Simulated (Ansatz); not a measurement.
The system is FeO.

```
Fe O
1.0
     1.51768    0.87623    2.51579
    -1.51768    0.87623    2.51579
     0.00000   -1.75247    2.51579
Fe O
1 1
Direct
  0.00000 0.00000 0.00000
  0.50000 0.50000 0.50000
```

Base run:

| Quantity | Value |
| --- | --- |
| Program | Ansatz 0.2.0 |
| Functional | PBE |
| Potentials or basis | Ansatz PAW |
| Cutoff | 420 eV |
| Density cutoff | 1680 eV |
| k mesh | 11 × 11 × 11 |
| Occupations | fermi-dirac, width 0.05 eV |
| Spin | collinear spin, ferromagnetic start |
| Starting moments | [3.0, 0.0] μB |

Its results: band gap on the k mesh none (metal or under the smearing width); pressure -0.6 GPa; net moment 4.00 μB per cell; site moments Fe +3.45; O +0.32 μB.

After a change of settings the same cell gave: band gap on the k mesh none (metal or under the smearing width); pressure -16.0 GPa; net moment 4.00 μB per cell; site moments Fe +3.42; O +0.34 μB. Which change was it?
A. functional from PBE to LDA
B. functional from PBE to LDA; hubbard terms from none to Fe d U = 8 eV; hubbard projectors from none to ortho-atomic (the default)
C. k mesh from 11 × 11 × 11 to 8 × 8 × 8; occupations from fermi-dirac, width 0.05 eV to gaussian, width 0.05 eV

A.

LDA binds more tightly than PBE, so the same cell stands under less pressure.

Caveats: a cell with one magnetic atom can't hold antiferromagnetic order, which such compounds often take; semilocal functionals often make such compounds metallic where correlation or magnetic order opens a gap, which also shifts bond lengths; the PAW data sets come from PBE, with cores solved anew for the run's functional, which leaves a small shift of forces and pressure (some runs); the density of states is complete only up to the lowest level of the last band computed (some runs).

Not every run made on this cell is shown here.
